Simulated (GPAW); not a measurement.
The system is AlN.

```
Al N
1.0
     3.11300    0.00000    0.00000
    -1.55650    2.69594    0.00000
     0.00000    0.00000    4.98100
Al N
2 2
Direct
  0.66667 0.33333 0.50000
  0.33333 0.66667 0.00000
  0.66667 0.33333 0.88000
  0.33333 0.66667 0.38000
```

Base run:

- Program: GPAW 26.7.0
- Functional: TB-mBJ
- Potentials or basis: GPAW PAW data sets for LDA (gpaw-data 1.2.1)
- Cutoff: 800 eV
- Basis: pw
- k mesh: 7 × 7 × 4
- Occupations: fermi-dirac, width 0.05 eV
- Spin: no spin polarisation

Its results: band gap on the k mesh 5.76 eV, direct.

Q: After a change of settings the same cell gave: band gap on the k mesh 4.31 eV, direct. Which change was it?
A. functional from TB-mBJ to r4SCAN; potentials or basis from GPAW PAW data sets for LDA (gpaw-data 1.2.1) to GPAW PAW data sets (gpaw-data 1.2.1)
B. functional from TB-mBJ to BP86; potentials or basis from GPAW PAW data sets for LDA (gpaw-data 1.2.1) to PAW data sets generated in the run's folder for this functional
C. functional from TB-mBJ to mBEEF; potentials or basis from GPAW PAW data sets for LDA (gpaw-data 1.2.1) to GPAW PAW data sets (gpaw-data 1.2.1)

A: B.

Caveats: a model potential gives levels but no total energy (some runs).

Runs at the PBE level aren't shown here.
